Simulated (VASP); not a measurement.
# NbP (I4_1/amd) in VASP: reference runs

How does NbP come out in PBE? The cell is run as given, then over a range of volumes.

Everything below comes from runs of VASP 6.6.1. Logs are shortened: lines on timing, memory, paths and dates and some standing lists are left out, and cuts for length are marked.

### 1 The crystal as given

It takes space group I4_1/amd (No. 141, tetragonal). The conventional cell has a = 3.325 Å, b = 3.325 Å, c = 11.380 Å, α = 90.00°, β = 90.00°, γ = 90.00°. Nb (site symmetry -4m2) has 4 P at 2.35 Å as nearest neighbours. P (site symmetry -4m2) is surrounded by 4 Nb at 2.35 Å.

Measurements of this composition are mostly on another form, of space group No. 109.

### 2 Single point, PBE

Input file INCAR:

```
PREC = Accurate
ENCUT = 520
EDIFF = 1E-7
ISMEAR = -1
SIGMA = 0.05
LREAL = False
LASPH = True
NELM = 60
ALGO = Normal
ISIF = 2
LWAVE = False
LCHARG = True
GGA = PE
LELF = True
LVHAR = True
NBANDS = 26
```

Input file KPOINTS:

```
Automatic mesh
0
Gamma
  11 11 11
```

Input file POSCAR:

```
NbP
1.0
   -1.6625000000      1.6625000000      5.6900000000
    1.6625000000     -1.6625000000      5.6900000000
    1.6625000000      1.6625000000     -5.6900000000
Nb P
2 2
Direct
    0.7500000000      0.2500000000      0.5000000000
    0.0000000000      0.0000000000      0.0000000000
    0.2500000000      0.7500000000      0.5000000000
    0.5000000000      0.5000000000      0.0000000000
```

Potentials or basis: VASP PAW PBE potentials, release 64 (Nb_sv, P).

Command:

```console
cat potpaw_PBE.64/Nb_sv/POTCAR potpaw_PBE.64/P/POTCAR > POTCAR
mpirun -np 1 vasp_std > vasp.out
```

OUTCAR:

```text
PREC = Accurate
   ENCUT = 520
   EDIFF = 1E-7
   ISMEAR = -1
   LREAL = False
   LASPH = True
   NELM = 60
   ISIF = 2
   GGA = PE

 ion  position               nearest neighbor table
   1  0.750  0.250  0.500-   3 2.35   3 2.35   3 2.35   3 2.35
   2  0.000  0.000  0.000-   4 2.35   4 2.35   4 2.35   4 2.35
   3  0.250  0.750  0.500-   1 2.35   1 2.35   1 2.35   1 2.35
   4  0.500  0.500  0.000-   2 2.35   2 2.35   2 2.35   2 2.35

  LATTYP: Found a body centered tetragonal cell.
 ALAT       =     3.3250000000
 C/A-ratio  =     3.4225563910

  Lattice vectors:

 A1 = (  -1.6625000000,   1.6625000000,   5.6900000000)
 A2 = (   1.6625000000,  -1.6625000000,   5.6900000000)
 A3 = (   1.6625000000,   1.6625000000,  -5.6900000000)

Analysis of symmetry for initial positions (statically):
=====================================================================
 Subroutine PRICEL returns:
 Original cell was already a primitive cell.

 Routine SETGRP: Setting up the symmetry group for a
 body centered tetragonal supercell.

 Subroutine GETGRP returns: Found 16 space group operations
 (whereof  8 operations were pure point group operations)
 out of a pool of 16 trial point group operations.

The static configuration has the point symmetry D_2d.
 The point group associated with its full space group is D_4h.

Analysis of symmetry for dynamics (positions and initial velocities):
=====================================================================
 Subroutine PRICEL returns:
 Original cell was already a primitive cell.

 Routine SETGRP: Setting up the symmetry group for a
 body centered tetragonal supercell.

 Subroutine GETGRP returns: Found 16 space group operations
 (whereof  8 operations were pure point group operations)
 out of a pool of 16 trial point group operations.

The dynamic configuration has the point symmetry D_2d.
 The point group associated with its full space group is D_4h.

 Subroutine INISYM returns: Found 16 space group operations
 (whereof  8 operations are pure point group operations),
 and found     1 'primitive' translations

----------------------------------------------------------------------------------------

                                     Primitive cell

  volume of cell :      62.9065

  direct lattice vectors                    reciprocal lattice vectors
    -1.662500000  1.662500000  5.690000000     0.000000000  0.300751880  0.087873462
     1.662500000 -1.662500000  5.690000000     0.300751880  0.000000000  0.087873462
     1.662500000  1.662500000 -5.690000000     0.300751880  0.300751880  0.000000000

  length of vectors
     6.156615344  6.156615344  6.156615344     0.313326409  0.313326409  0.425327387

  position of ions in fractional coordinates (direct lattice)
     0.750000000  0.250000000  0.500000000
     0.000000000  0.000000000  0.000000000
     0.250000000  0.750000000  0.500000000
     0.500000000  0.500000000  0.000000000

  ion indices of the primitive-cell ions
   primitive index   ion index
                 1           1
                 2           2
                 3           3
                 4           4

----------------------------------------------------------------------------------------

 KPOINTS: Automatic mesh

Automatic generation of k-mesh.
 Grid dimensions read from file:
 generate k-points for:   11   11   11

 Generating k-lattice:

  Cartesian coordinates                     Fractional coordinates (reciprocal lattice)
     0.000000000  0.027341080  0.007988497     0.090909091  0.000000000  0.000000000
     0.027341080  0.000000000  0.007988497     0.000000000  0.090909091  0.000000000
     0.027341080  0.027341080  0.000000000     0.000000000  0.000000000  0.090909091

  Length of vectors
     0.028484219  0.028484219  0.038666126

  Shift w.r.t. Gamma in fractional coordinates (k-lattice)
     0.000000000  0.000000000  0.000000000

 Subroutine IBZKPT returns following result:
 ===========================================

 Found    126 irreducible k-points:

 Following reciprocal coordinates:
            Coordinates               Weight
  0.000000  0.000000  0.000000      1.000000
  0.090909  0.000000  0.000000      8.000000
  0.181818  0.000000  0.000000      8.000000
  0.272727 -0.000000  0.000000      8.000000
  0.363636  0.000000  0.000000      8.000000
  0.454545  0.000000  0.000000      8.000000
[... 16 lines left out ...]
 -0.272727  0.181818 -0.000000     16.000000
 -0.181818  0.181818  0.000000      4.000000
 [... further k-points ...]
   k-points           NKPTS =    126   k-points in BZ     NKDIM =    126   number of bands    NBANDS=     26
   number of dos      NEDOS =    301   number of ions     NIONS =      4
   total plane-waves  NPLWV = 110592
   dimension x,y,z NGX =    48 NGY =   48 NGZ =   48
   dimension x,y,z NGXF=    96 NGYF=   96 NGZF=   96
   ions per type =               2   2
   NGX,Y,Z   is equivalent  to a cutoff of  12.96, 12.96, 12.96 a.u.
   NGXF,Y,Z  is equivalent  to a cutoff of  25.92, 25.92, 25.92 a.u.
 SYSTEM =  unknown system
   PREC   = accura    normal or accurate (medium, high low for compatibility)
   ISTART =      0    job   : 0-new  1-cont  2-samecut
   ICHARG =      2    charge: 1-file 2-atom 10-const
   ISPIN  =      1    spin polarized calculation?
   LNONCOLLINEAR =      F non collinear calculations
   LSORBIT =      F    spin-orbit coupling
   LASPH  =      T    aspherical Exc in radial PAW
   ENCUT  =  520.0 eV  38.22 Ry    6.18 a.u.  11.45 11.45 11.45*2*pi/ulx,y,z
   NELM   =     60;   NELMIN=  2; NELMDL= -5     # of ELM steps
   EDIFF  = 0.1E-06   stopping-criterion for ELM
   LREAL  =      F    real-space projection
   EDIFFG = 0.1E-05   stopping-criterion for IOM
   NSW    =      0    number of steps for IOM
   IBRION =     -1    ionic relax: 0-MD 1-quasi-New 2-CG
   NFREE  =      0    steps in history (QN), initial steepest desc. (CG)
   ISIF   =      2    stress and relaxation
   ISYM   =      2    0-nonsym 1-usesym 2-fastsym
   POTIM  = 0.5000    time-step for ionic-motion
   TEBEG  =    0.0;   TEEND  =   0.0 temperature during run
   PSTRESS=    0.0 pullay stress
   NELECT =      36.0000    total number of electrons
   NUPDOWN=      -1.0000    fix difference up-down
   EMIN   =  10.00;   EMAX   =-10.00  energy-range for DOS
   EFERMI =   0.00;   METHOD = LEGACY
   ISMEAR =    -1;   SIGMA  =   0.05  broadening in eV -4-tet -1-fermi 0-gaus
   EFERMI_NEDOS =   21; number of points for ismear=-14 and -15
   IALGO  =     38    algorithm
   IMIX   =      4    mixing-type and parameters
     AMIX     =   0.40;   BMIX     =  1.00
     AMIX_MAG =   1.60;   BMIX_MAG =  1.00
  volume/ion in A,a.u.               =      15.73       106.13
  Fermi-wavevector in a.u.,A,eV,Ry     =   1.359181  2.568479 25.135018  1.847372
  Thomas-Fermi vector in A             =   2.485950
   LORBIT       =      0    0 simple, 1 ext, 2 COOP (PROOUT), +10 PAW based schemes
   GGA     = PE    functional components
[... 5 lines left out ...]
 non-spin polarized calculation
  energy-cutoff  :      520.00
  volume of cell :       62.91
 maximum number of plane-waves:      1712
 NGX is ok and might be reduce to    48
   NGX = 23   NGY = 23   NGZ = 23

 number of electron      36.0000000 magnetization

 Free energy of the ion-electron system (eV)
  ---------------------------------------------------
  ext. energy  EPLUGINS =         0.00000000
  ---------------------------------------------------
  free energy    TOTEN  =       -32.07537700 eV

  energy without entropy =      -32.05499841  energy(sigma->0) =      -32.06518770

 E-fermi :  11.3071     XC(G=0): -12.0622

 val. band max:       11.3067532859   @ k =  -0.0909   0.0909   0.0000
 cond. band min:      11.3143618948   @ k =  -0.4545   0.4545   0.3636
 fundamental gap:      0.0076086089
 Fermi energy:        11.3070984887

 k-point     1 :       0.0000    0.0000    0.0000
  band No.  band energies     occupation
      1     -43.7646      2.00000
      2     -43.7257      2.00000
      3     -19.9374      2.00000
      4     -19.9374      2.00000
      5     -19.9169      2.00000
      6     -19.9169      2.00000
[... 18 lines left out ...]
     25      12.7610      0.00000
     26      14.7117      0.00000

 k-point     2 :       0.0909    0.0000    0.0000
  band No.  band energies     occupation
      1     -43.7623      2.00000
      2     -43.7246      2.00000
      3     -19.9654      2.00000
      4     -19.9487      2.00000
      5     -19.9359      2.00000
      6     -19.9126      2.00000
[... 18 lines left out ...]
     25      13.2634      0.00000
     26      14.9855      0.00000

 k-point     3 :       0.1818    0.0000    0.0000
  band No.  band energies     occupation
      1     -43.7558      2.00000
      2     -43.7215      2.00000
      3     -20.0413      2.00000
      4     -20.0242      2.00000
      5     -19.9312      2.00000
      6     -19.9016      2.00000
[... 18 lines left out ...]
     25      14.6759      0.00000
     26      15.3628      0.00000

 k-point     4 :       0.2727   -0.0000    0.0000
  band No.  band energies     occupation
      1     -43.7470      2.00000
      2     -43.7178      2.00000
      3     -20.1412      2.00000
      4     -20.1172      2.00000
      5     -19.9241      2.00000
      6     -19.8881      2.00000
[... 18 lines left out ...]
     25      16.0900      0.00000
     26      16.5369      0.00000
[... 496 lines left out ...]
      1     -43.7322      2.00000
      2     -43.7090      2.00000
      3     -20.2057      2.00000
      4     -20.1859      2.00000
      5     -20.0043      2.00000
      6     -19.9800      2.00000
[... 18 lines left out ...]
     25      16.2795      0.00000
     26      16.9707      0.00000

 k-point    23 :      -0.2727    0.1818   -0.0000
  band No.  band energies     occupation
      1     -43.7405      2.00000
      2     -43.7120      2.00000
      3     -20.1160      2.00000
      4     -20.1081      2.00000
      5     -20.0125      2.00000
      6     -19.9966      2.00000
[... 18 lines left out ...]
     25      15.3968      0.00000
     26      16.1045      0.00000

 k-point    24 :      -0.1818    0.1818    0.0000
  band No.  band energies     occupation
      1     -43.7486      2.00000
      2     -43.7160      2.00000
      3     -20.0274      2.00000
      4     -20.0200      2.00000
      5     -20.0181      2.00000
      6     -20.0085      2.00000
[... 18 lines left out ...]
     25      14.3591      0.00000
     26      15.9148      0.00000

 [... further k-points ...]

------------------------ aborting loop because EDIFF is reached ----------------------------------------

  FORCE on cell =-STRESS in cart. coord.  units (eV):
  Direction    XX          YY          ZZ          XY          YZ          ZX
  --------------------------------------------------------------------------------------
  -------------------------------------------------------------------------------------
  Total       13.1986712     13.1986712     -4.4506536      0.0000000     -0.0000000      0.0000000
  in kB      336.1593742    336.1593742   -113.3545110      0.0000000     -0.0000000      0.0000000
  external PRESSURE =     186.3214125 kB  Pullay stress =       0.0000000 kB

 VOLUME and BASIS-vectors are now :
 -----------------------------------------------------------------------------
  energy-cutoff  :      520.00
  volume of cell :       62.91
      direct lattice vectors                 reciprocal lattice vectors
    -1.662500000  1.662500000  5.690000000     0.000000000  0.300751880  0.087873462
     1.662500000 -1.662500000  5.690000000     0.300751880  0.000000000  0.087873462
     1.662500000  1.662500000 -5.690000000     0.300751880  0.300751880  0.000000000

 POSITION                                       TOTAL-FORCE (eV/Angst)
 -----------------------------------------------------------------------------------
     -0.00000      1.66250      2.84500        -0.000000      0.000000     -0.000000
      0.00000      0.00000      0.00000         0.000000     -0.000000      0.000000
      1.66250     -0.00000      2.84500        -0.000000     -0.000000      0.000000
      0.00000      0.00000      5.69000         0.000000      0.000000      0.000000
 -----------------------------------------------------------------------------------
    total drift:                                0.000000     -0.000000      0.000000

  FREE ENERGIE OF THE ION-ELECTRON SYSTEM (eV)
  ---------------------------------------------------
  free  energy   TOTEN  =       -32.0753769971 eV

  energy  without entropy=      -32.0549984071  energy(sigma->0) =      -32.06518770
```

Wall time 7.4 min (1 thread of Intel Xeon Platinum 8559C (Emerald Rapids), shared host); peak memory 0.42 GiB.

What came out:

```
Free energy            : -32.0754 eV
Pressure               : 18.6 GPa
Band gap on the k mesh : none (metal or under the smearing width)
```

Caveat: so large a pressure means that the cell lies far from this level's equilibrium, or that cutoff or potentials fall short.

### 3 Equation of state, PBE, 14.78 Å³/atom (volume scaled by 0.94)

Input file INCAR:

```
SYSTEM = NbP
PREC = Accurate
ENCUT = 520
EDIFF = 1E-7
ISMEAR = -1
SIGMA = 0.05
LREAL = .False.
LASPH = .True.
NELM = 100
ALGO = Normal
ISIF = 2
LWAVE = .False.
LCHARG = .False.
GGA = PE
NBANDS = 26
```

Input file KPOINTS:

```
regular mesh
0
Gamma
  11 11 11
  0 0 0
```

Input file POSCAR:

```
NbP
1.0
   -1.6285619057      1.6285619057      5.5738449586
    1.6285619057     -1.6285619057      5.5738449586
    1.6285619057      1.6285619057     -5.5738449586
Nb P
2 2
Direct
    0.7500000000      0.2500000000      0.5000000000
    0.0000000000      0.0000000000      0.0000000000
    0.2500000000      0.7500000000      0.5000000000
    0.5000000000      0.5000000000      0.0000000000
```

Potentials or basis: VASP PAW PBE potentials, release 64 (Nb_sv, P).

Command:

```console
cat potpaw_PBE.64/Nb_sv/POTCAR potpaw_PBE.64/P/POTCAR > POTCAR
mpirun -np 1 vasp_std > vasp.out
```

Wall time 7.8 min (1 thread of Intel Xeon Platinum 8559C (Emerald Rapids), shared host); peak memory 0.41 GiB.

The run converged. Its results:

| Quantity | Value |
| --- | --- |
| Free energy | -31.4605 eV |
| Pressure | 34.1 GPa |
| Band gap on the k mesh | none (metal or under the smearing width) |

### 4 Equation of state, PBE, 15.10 Å³/atom (volume scaled by 0.96)

Input file INCAR:

```
SYSTEM = NbP
  PREC = Accurate
  ENCUT = 520
  EDIFF = 1E-7
  ISMEAR = -1
  SIGMA = 0.05
  LREAL = .FALSE.
  LASPH = .TRUE.
  NELM = 60
  ALGO = Normal
  ISIF = 2
  LWAVE = .FALSE.
  LCHARG = .FALSE.
  GGA = PE
  NBANDS = 26
```

Input file KPOINTS:

```
regular mesh
0
G
  11 11 11
  0 0 0
```

Input file POSCAR:

```
NbP
1.0
   -1.6400310294      1.6400310294      5.6130986812
    1.6400310294     -1.6400310294      5.6130986812
    1.6400310294      1.6400310294     -5.6130986812
Nb P
2 2
Direct
    0.7500000000      0.2500000000      0.5000000000
    0.0000000000      0.0000000000      0.0000000000
    0.2500000000      0.7500000000      0.5000000000
    0.5000000000      0.5000000000      0.0000000000
```

Command:

```console
cat potpaw_PBE.64/Nb_sv/POTCAR potpaw_PBE.64/P/POTCAR > POTCAR
mpirun -np 1 vasp_std > vasp.out
```

Wall time 8 min (1 thread of Intel Xeon Platinum 8559C (Emerald Rapids), shared host); peak memory 0.41 GiB.

The run converged. Its results:

- Free energy: -31.7066 eV
- Pressure: 28.5 GPa
- Band gap on the k mesh: none (metal or under the smearing width)

### 5 Equation of state, PBE, 15.41 Å³/atom (volume scaled by 0.98)

Input file INCAR:

```
SYSTEM = NbP
PREC = Accurate
ENCUT = 520
EDIFF = 1E-7
ISMEAR = -1
SIGMA = 0.05
LREAL = .FALSE.
LASPH = .TRUE.
NELM = 80
ALGO = Normal
ISIF = 2
LWAVE = .FALSE.
LCHARG = .FALSE.
GGA = PE
NBANDS = 26
```

KPOINTS is that of step 4.

Input file POSCAR:

```
NbP
1.0
   -1.6513419457      1.6513419457      5.6518109299
    1.6513419457     -1.6513419457      5.6518109299
    1.6513419457      1.6513419457     -5.6518109299
Nb P
2 2
Direct
    0.7500000000      0.2500000000      0.5000000000
    0.0000000000      0.0000000000      0.0000000000
    0.2500000000      0.7500000000      0.5000000000
    0.5000000000      0.5000000000      0.0000000000
```

Command:

```console
cat potpaw_PBE.64/Nb_sv/POTCAR potpaw_PBE.64/P/POTCAR > POTCAR
mpirun -np 1 vasp_std > vasp.out
```

Wall time 9.3 min (1 thread of Intel Xeon Platinum 8559C (Emerald Rapids), shared host); peak memory 0.42 GiB.

The run converged. Its results:

| Item | Value |
| --- | --- |
| Free energy | -31.9103 eV |
| Pressure | 23.3 GPa |
| Band gap on the k mesh | none (metal or under the smearing width) |

### 6 Equation of state, PBE, 16.04 Å³/atom (volume scaled by 1.02)

Input file INCAR:

```
SYSTEM = NbP
  ALGO = Normal
  EDIFF = 1E-7
  ENCUT = 520
  GGA = PE
  ISIF = 2
  ISMEAR = -1
  LASPH = .TRUE.
  LCHARG = .FALSE.
  LREAL = .FALSE.
  LWAVE = .FALSE.
  NBANDS = 26
  NELM = 80
  PREC = Accurate
  SIGMA = 0.05
```

Input file KPOINTS:

```
k-points
0
G
  11 11 11
  0 0 0
```

Input file POSCAR:

```
NbP
1.0
   -1.6735102546      1.6735102546      5.7276832174
    1.6735102546     -1.6735102546      5.7276832174
    1.6735102546      1.6735102546     -5.7276832174
Nb P
2 2
Direct
    0.7500000000      0.2500000000      0.5000000000
    0.0000000000      0.0000000000      0.0000000000
    0.2500000000      0.7500000000      0.5000000000
    0.5000000000      0.5000000000      0.0000000000
```

Potentials or basis: VASP PAW PBE potentials, release 64 (Nb_sv, P).

Command:

```console
cat potpaw_PBE.64/Nb_sv/POTCAR potpaw_PBE.64/P/POTCAR > POTCAR
mpirun -np 1 vasp_std > vasp.out
```

It took 8.3 min on 1 thread of Intel Xeon Platinum 8559C (Emerald Rapids), shared host; peak memory 0.42 GiB.

Results (log left out):

```
Free energy            : -32.2054 eV
Pressure               : 14.4 GPa
Band gap on the k mesh : none (metal or under the smearing width)
```

### 7 Equation of state, PBE, 16.36 Å³/atom (volume scaled by 1.04)

Input file INCAR:

```
SYSTEM = NbP
  PREC = Accurate
  ENCUT = 520
  EDIFF = 1E-7
  ISMEAR = -1
  SIGMA = 0.05
  LREAL = .FALSE.
  LASPH = .TRUE.
  NELM = 80
  ALGO = Normal
  ISIF = 2
  LWAVE = .FALSE.
  LCHARG = .FALSE.
  GGA = PE
  NBANDS = 26
```

Input file KPOINTS:

```
Automatic mesh
0
G
  11 11 11
  0 0 0
```

Input file POSCAR:

```
NbP
1.0
   -1.6843775089      1.6843775089      5.7648770077
    1.6843775089     -1.6843775089      5.7648770077
    1.6843775089      1.6843775089     -5.7648770077
Nb P
2 2
Direct
    0.7500000000      0.2500000000      0.5000000000
    0.0000000000      0.0000000000      0.0000000000
    0.2500000000      0.7500000000      0.5000000000
    0.5000000000      0.5000000000      0.0000000000
```

Command:

```console
cat potpaw_PBE.64/Nb_sv/POTCAR potpaw_PBE.64/P/POTCAR > POTCAR
mpirun -np 1 vasp_std > vasp.out
```

Run time: 5.1 min. Hardware: 1 thread of Intel Xeon Platinum 8559C (Emerald Rapids), shared host; peak memory 0.42 GiB.

Results (log left out):

```yaml
Free_energy: -32.3036 eV
Pressure: 10.5 GPa
Band_gap_on_the_k_mesh: none (metal or under the smearing width)
```

### 8 Equation of state, PBE

Potentials or basis: VASP PAW PBE potentials, release 64 (Nb_sv, P).

No new run: the results of the series are fitted here.

Results:

| Quantity | Value |
| --- | --- |
| Equilibrium volume | 17.40 Å³/atom (rough: see the caveat) |
| Bulk modulus at fixed shape and positions | 150 GPa (rough) |

Energy against volume, from the lowest point:
```
volume (Å³/atom)  energy (meV/atom)
          14.783             210.78
          15.098             149.24
          15.412              98.32
          15.727              57.05
          16.041              24.53
          16.356               0.00
```

Caveat: the minimum lies outside the volumes run; the cell was scaled at fixed shape and fractional positions, which overstates the stiffness of a crystal with free parameters, most of all of layers and chains.
